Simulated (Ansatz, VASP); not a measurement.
**One calculation of PtS2, two programs**

Contents of INCAR:

```
PREC = Accurate
ENCUT = 600
EDIFF = 1E-7
ISMEAR = -1
SIGMA = 0.05
LREAL = False
LASPH = True
NELM = 80
ALGO = Fast
ISIF = 2
LWAVE = False
LCHARG = False
LMAXMIX = 4
GGA = PE
NBANDS = 22
```

Contents of KPOINTS:

```
Automatic mesh
0
Gamma
  9 9 5
```

Contents of POSCAR:

```
PtS2
1.0
    3.5432000000      0.0000000000      0.0000000000
   -1.7716000000      3.0685012107      0.0000000000
    0.0000000000      0.0000000000      5.0388000000
Pt S
1 2
Direct
    0.0000000000      0.0000000000      0.0000000000
    0.6666666667      0.3333333333      0.7730000000
    0.3333333333      0.6666666667      0.2270000000
```

The input KPOINTS_OPT:

```
path GMKGALHA,LM,KH
10
line-mode
reciprocal
 0.0000000000  0.0000000000  0.0000000000  G
 0.5000000000  0.0000000000  0.0000000000  M

 0.5000000000  0.0000000000  0.0000000000  M
 0.3333333333  0.3333333333  0.0000000000  K

 0.3333333333  0.3333333333  0.0000000000  K
 0.0000000000  0.0000000000  0.0000000000  G

 0.0000000000  0.0000000000  0.0000000000  G
 0.0000000000  0.0000000000  0.5000000000  A

 0.0000000000  0.0000000000  0.5000000000  A
 0.5000000000  0.0000000000  0.5000000000  L

 0.5000000000  0.0000000000  0.5000000000  L
 0.3333333333  0.3333333333  0.5000000000  H

 0.3333333333  0.3333333333  0.5000000000  H
 0.0000000000  0.0000000000  0.5000000000  A

 0.5000000000  0.0000000000  0.5000000000  L
 0.5000000000  0.0000000000  0.0000000000  M

 0.3333333333  0.3333333333  0.0000000000  K
 0.3333333333  0.3333333333  0.5000000000  H
```

The input input.yaml:

```yaml
crystal:
  lattice:
    - [3.5432, 0.0, 0.0]
    - [-1.7716, 3.0685012107, 0.0]
    - [0.0, 0.0, 5.0388]
  atoms:
    - { symbol: Pt, position: [0.0, 0.0, 0.0] }
    - { symbol: S, position: [0.6666666667, 0.3333333333, 0.773] }
    - { symbol: S, position: [0.3333333333, 0.6666666667, 0.227] }
hamiltonian:
  xc: pbe
  pseudopotentials: { kind: paw }
kpoints:
  mp_grid: { grid: [9, 9, 5] }
  band_path:
    path:
      - [[0.0, 0.0, 0.0], [0.5, 0.0, 0.0], [0.3333333333, 0.3333333333, 0.0], [0.0, 0.0, 0.0], [0.0, 0.0, 0.5], [0.5, 0.0, 0.5], [0.3333333333, 0.3333333333, 0.5], [0.0, 0.0, 0.5]]
      - [[0.5, 0.0, 0.5], [0.5, 0.0, 0.0]]
      - [[0.3333333333, 0.3333333333, 0.0], [0.3333333333, 0.3333333333, 0.5]]
    npoints: 14
scf:
  occupations: { method: fermi_dirac, width: 0.05 }
  n_extra_bands: 7
output:
  forces: true
  stress: true
  eigenvalues: true
  fatbands: false
  write_density: true
  write_potential: true
  elf: true
  volumetric_format: npy
```

Alike in both runs: task band structure; functional PBE; k mesh 9 × 9 × 5; occupations fermi-dirac, width 0.05 eV; no spin polarisation.

```csv
,VASP,Ansatz
version,VASP 6.6.1,Ansatz 0.2.0
potentials or method,"VASP PAW PBE potentials, release 64 (Pt_sv_GW, S_GW)",Ansatz PAW
plane-wave cutoff (eV),600,420
valence electrons in the cell,30,30
```

```csv
,VASP,Ansatz,Ansatz less VASP
gap on the k mesh at the Fermi level (eV),1.01,1.02,+0.004
least direct gap on the mesh (eV),1.06,1.07,+0.004
gap along the band path (eV),0.98,1.02,+0.041
pressure (GPa),11.4,11.6,+0.18
largest component of the traceless stress (GPa),1.19,1.17,-0.021
rms of the force components (eV/Å),0.600,0.592,-0.0072
```

Atom by atom the forces differ by 0.007 eV/Å (rms over components).

Caveats: spin-orbit coupling is left out, which moves the levels of the heavy elements; forces of over 1 eV/Å show positions far from the minimum, so gaps and moduli don't describe the material at rest.
